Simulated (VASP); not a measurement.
The system is BaTiO3.

```
Ba Ti O
1.0
     3.86149    0.00000    0.00000
     0.00000    3.86149    0.00000
     0.00000    0.00000    3.90775
Ba Ti O
1 1 3
Direct
  0.00000 0.00000 0.00192
  0.50000 0.50000 0.48934
  0.50000 0.50000 0.02217
  0.50000 0.00000 0.51478
  0.00000 0.50000 0.51478
```

The cell isn't the ideal one: a relaxed cell with its volume scaled by 0.94.

```yaml
Program: VASP 6.6.1
Task: relaxation of shape and atoms at fixed volume
Functional: LDA
Potentials_or_basis: VASP PAW LDA potentials, release 64 (Ba_sv, Ti_sv, O)
Cutoff: 600 eV
k_mesh: 8 × 8 × 8
Occupations: gaussian, width 0.03 eV
Spin: no spin polarisation
```

At the start: pressure 13.6 GPa; volume 11.65 Å³/atom.

How do energy, volume and symmetry change on relaxing?

Over 12 steps the energy falls by 4.1 meV/atom; space group Pm-3m (No. 221, to 0.05 Å).

The path:
| step | energy change (eV) | largest force (eV/Å) | pressure (GPa) |
| --- | --- | --- | --- |
| 1 | 0.0000 | 0.5082 | 13.58 |
| 2 | -0.0114 | 0.1214 | 12.89 |
| 3 | -0.0120 | 0.1095 | 12.73 |
| 4 | -0.0166 | 0.0950 | 12.57 |
| 5 | -0.0174 | 0.0917 | 12.51 |
| 6 | -0.0192 | 0.0651 | 12.45 |
| 7 | -0.0199 | 0.0733 | 12.41 |
| 8 | -0.0203 | 0.0213 | 12.38 |
| 9 | -0.0203 | 0.0193 | 12.37 |
| 10 | -0.0204 | 0.0137 | 12.36 |
| 11 | -0.0204 | 0.0146 | 12.36 |
| 12 | -0.0205 | 0.0070 | 12.36 |

Final structure:
```
Ba Ti O
1.0
     3.87722    0.00000    0.00000
     0.00000    3.87722    0.00000
     0.00000    0.00000    3.87611
Ba Ti O
1 1 3
Direct
  0.00000 0.00000 0.00812
  0.50000 0.50000 0.50738
  0.50000 0.50000 0.00919
  0.50000 0.00000 0.50916
  0.00000 0.50000 0.50916
```
